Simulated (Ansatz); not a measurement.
**SnO$_{2}$: opening a crack plane**

SnO$_{2}$, P4_2/mnm, a = 4.828 Å, c = 3.238 Å. Ansatz: PBE, PAW, 420 eV, Γ-centred 6×8×3 mesh on 12 atoms, Gaussian smearing 0.05 eV; no spin polarisation. One cut on (100) per cell of 12 atoms is opened rigidly by x, between planes of Sn and O that stand 0.93 Å apart; y is the energy per area (15.632 Å², 1 eV/Å² = 16.02 J/m²).

| x (Å) | y (J/m²) |
| --- | --- |
| 0.00 | 0.000 |
| 0.25 | 0.437 |
| 0.50 | 1.474 |
| 0.75 | 2.729 |
| 1.00 | 3.888 |
| 1.50 | 5.388 |
| 2.00 | ? |
| 3.00 | 6.335 |
| 4.50 | 6.490 |
| 6.00 | 6.552 |

Task: Fit the universal binding curve y = W[1 − (1 + x/l) e^(−x/l)] to the other rows, give the peak stress, and predict the missing value.

Result: Least squares gives W = 6.54 J/m² and l = 0.512 Å. The stress dy/dx peaks at x = l with W/(e l) = 47.0 GPa, for rigid faces. At x = 2.00: x/l = 3.906, y = 5.895 J/m². The run gave 5.983 J/m², so the fit is 0.088 J/m² too low, within the rms miss on the fitted rows (0.126 J/m²).

Cost: 12 runs of about 4.2 core-minutes in all, on AMD EPYC 9R45 (Zen 5) (shared hosts).